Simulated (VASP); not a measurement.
Output of a VASP run:

OUTCAR:
```
 ion  position               nearest neighbor table
   1  0.000  0.000  0.000-   3 2.35   3 2.35   3 2.35   2 2.35   2 2.35   2 2.35   3 2.35   2 2.35
  LATTYP: Found a face centered cubic cell.
 ALAT       =     5.4198260000
 Subroutine PRICEL returns:
 Original cell was already a primitive cell.
 Subroutine GETGRP returns: Found 48 space group operations
The static configuration has the point symmetry O_h .
The dynamic configuration has the point symmetry O_h .
 Subroutine INISYM returns: Found 48 space group operations
 Subroutine IBZKPT returns following result:
 Found     29 irreducible k-points:

 Following reciprocal coordinates:
            Coordinates               Weight
  0.000000  0.000000  0.000000      1.000000
  0.125000  0.000000  0.000000      8.000000
  0.250000  0.000000  0.000000      8.000000
  0.375000  0.000000  0.000000      8.000000
  0.500000  0.000000  0.000000      4.000000
  0.125000  0.125000  0.000000      6.000000
  0.250000  0.125000  0.000000     24.000000
  0.375000  0.125000  0.000000     24.000000
  0.500000  0.125000  0.000000     24.000000
 -0.375000  0.125000  0.000000     24.000000
 -0.250000  0.125000  0.000000     24.000000
 -0.125000  0.125000  0.000000     12.000000
  0.250000  0.250000  0.000000      6.000000
  0.375000  0.250000  0.000000     24.000000
  0.500000  0.250000  0.000000     24.000000
 -0.375000  0.250000  0.000000     24.000000
 -0.250000  0.250000  0.000000     12.000000
  0.375000  0.375000  0.000000      6.000000
  0.500000  0.375000  0.000000     24.000000
 -0.375000  0.375000  0.000000     12.000000
  0.500000  0.500000  0.000000      3.000000
  0.375000  0.250000  0.125000     24.000000
  0.500000  0.250000  0.125000     48.000000
 -0.375000  0.250000  0.125000     24.000000
  0.500000  0.375000  0.125000     24.000000
 -0.375000  0.375000  0.125000     48.000000
 -0.250000  0.375000  0.125000     24.000000
 -0.375000  0.500000  0.125000     12.000000
 -0.250000  0.500000  0.250000      6.000000
   k-points           NKPTS =     29   k-points in BZ     NKDIM =     29   number of bands    NBANDS=     16
   number of dos      NEDOS =    301   number of ions     NIONS =      3
   total plane-waves  NPLWV =  21952
   dimension x,y,z NGX =    28 NGY =   28 NGZ =   28
   dimension x,y,z NGXF=    56 NGYF=   56 NGZF=   56
   ions per type =               1   2
   PREC   = accura    normal or accurate (medium, high low for compatibility)
   ISTART =      0    job   : 0-new  1-cont  2-samecut
   ICHARG =      2    charge: 1-file 2-atom 10-const
   ISPIN  =      1    spin polarized calculation?
   LNONCOLLINEAR =      F non collinear calculations
   LSORBIT =      F    spin-orbit coupling
   INIWAV =      1    electr: 0-lowe 1-rand  2-diag
   ENCUT  =  400.0 eV  29.40 Ry    5.42 a.u.   6.25  6.25  6.25*2*pi/ulx,y,z
   NELM   =    100;   NELMIN=  2; NELMDL= -5     # of ELM steps
   EDIFF  = 0.1E-05   stopping-criterion for ELM
   LREAL  =      F    real-space projection
   NLSPLINE    = F    spline interpolate recip. space projectors
   LMAXMIX     =    2 max onsite mixed and CHGCAR
   VOSKOWN=      0    Vosko Wilk Nusair interpolation
   EDIFFG = 0.1E-04   stopping-criterion for IOM
   NSW    =      0    number of steps for IOM
   NBLOCK =      1;   KBLOCK =      1    inner block; outer block
   IBRION =     -1    ionic relax: 0-MD 1-quasi-New 2-CG
   NFREE  =      0    steps in history (QN), initial steepest desc. (CG)
   ISIF   =      2    stress and relaxation
   ISYM   =      2    0-nonsym 1-usesym 2-fastsym
   TEIN   =    0.0    initial temperature
   TEBEG  =    0.0;   TEEND  =   0.0 temperature during run
   SMASS  =  -3.00    Nose mass-parameter (am)
   PSTRESS=    0.0 pullay stress
   NELECT =      24.0000    total number of electrons
   EFERMI =   0.00;   METHOD = LEGACY
   ISMEAR =    -1;   SIGMA  =   0.01  broadening in eV -4-tet -1-fermi 0-gaus
   IALGO  =     38    algorithm
   LDIAG  =      T    sub-space diagonalisation (order eigenvalues)
...
```

### OSZICAR
```
       N       E                     dE             d eps       ncg     rms          rms(c)
DAV:   1     0.199357936948E+03    0.19936E+03   -0.12147E+04   928   0.126E+03
DAV:   2    -0.107565512881E+02   -0.21011E+03   -0.20406E+03  1176   0.360E+02
DAV:   3    -0.183442002317E+02   -0.75876E+01   -0.75831E+01  1048   0.780E+01
DAV:   4    -0.185745111383E+02   -0.23031E+00   -0.23027E+00  1568   0.108E+01
DAV:   5    -0.185762134008E+02   -0.17023E-02   -0.17022E-02  1040   0.975E-01    0.770E+00
DAV:   6    -0.173317583535E+02    0.12445E+01   -0.63209E+00   968   0.177E+01    0.313E+00
DAV:   7    -0.173310932004E+02    0.66515E-03   -0.17425E-01  1264   0.359E+00    0.168E+00
DAV:   8    -0.173454230190E+02   -0.14330E-01   -0.31494E-02  1168   0.215E+00    0.183E-01
DAV:   9    -0.173495082620E+02   -0.40852E-02   -0.70944E-03  1184   0.667E-01    0.131E-01
DAV:  10    -0.173504387254E+02   -0.93046E-03   -0.13394E-03  1128   0.266E-01    0.352E-02
DAV:  11    -0.173504480844E+02   -0.93589E-05   -0.11527E-04  1240   0.104E-01    0.135E-02
DAV:  12    -0.173504537628E+02   -0.56785E-05   -0.16182E-05  1184   0.386E-02    0.247E-03
DAV:  13    -0.173504541554E+02   -0.39256E-06   -0.29959E-06  1168   0.139E-02
   1 F= -.17350454E+02 E0= -.17350454E+02  d E =-.239768E-15
```

### OUTCAR
```
------------------------ aborting loop because EDIFF is reached ----------------------------------------
  FORCE on cell =-STRESS in cart. coord.  units (eV):
  Direction    XX          YY          ZZ          XY          YZ          ZX
  --------------------------------------------------------------------------------------
  Total       -1.0177402     -1.0177402     -1.0177402      0.0000000      0.0000000      0.0000000
  in kB      -40.9686332    -40.9686332    -40.9686332      0.0000000      0.0000000      0.0000000
  external PRESSURE =     -40.9686332 kB  Pullay stress =       0.0000000 kB
  volume of cell :       39.80
      direct lattice vectors                 reciprocal lattice vectors
     0.000000000  2.709913000  2.709913000    -0.184507768  0.184507768  0.184507768
     2.709913000  0.000000000  2.709913000     0.184507768 -0.184507768  0.184507768
     2.709913000  2.709913000  0.000000000     0.184507768  0.184507768 -0.184507768
 POSITION                                       TOTAL-FORCE (eV/Angst)
 -----------------------------------------------------------------------------------
      0.00000      0.00000      0.00000         0.000000      0.000000      0.000000
      1.35496      1.35496      1.35496         0.000000      0.000000     -0.000000
      4.06487      4.06487      4.06487        -0.000000     -0.000000     -0.000000
 -----------------------------------------------------------------------------------
    total drift:                                0.000000      0.000000      0.000000
  FREE ENERGIE OF THE ION-ELECTRON SYSTEM (eV)
  ---------------------------------------------------
  free  energy   TOTEN  =       -17.3504541554 eV

  energy  without entropy=      -17.3504541554  energy(sigma->0) =      -17.35045416
```
(Selected blocks of OUTCAR.)

**POSCAR**
```
CaF2
1
    0.0000000000     2.7099130000     2.7099130000
    2.7099130000     0.0000000000     2.7099130000
    2.7099130000     2.7099130000     0.0000000000
Ca F
1 2
Direct
  0.0000000000   0.0000000000   0.0000000000
  0.2500000000   0.2500000000   0.2500000000
  0.7500000000   0.7500000000   0.7500000000
```

Q: Reconstruct the remaining input files.

A: One answer among several that fit: the input of the run itself, PBE GGA, plane waves, VASP's PBE PAW potentials (set 64).

### INCAR
```
ALGO  =  Normal
EDIFF  =  1E-6
ENCUT  =  400
GGA  =  PE
ISIF  =  2
ISMEAR  =  -1
LASPH  =  .True.
LCHARG  =  .False.
LREAL  =  .False.
LWAVE  =  .False.
NELM  =  100
PREC  =  Accurate
SIGMA  =  0.01
SYSTEM  =  CaF2
```

KPOINTS:
```
Automatic mesh
0
Gamma
8 8 8
0 0 0
```

POTCAR, in this order: Ca_sv F (PBE.64 set). Program: vasp_std.

At this cut-off the stress carries a Pulay error, which pulls relaxed volumes low.

The structure is a typed CaF2 crystal (Fm-3m). The cell was not relaxed at this level, and its volume differs by -5.9 % from the start's.
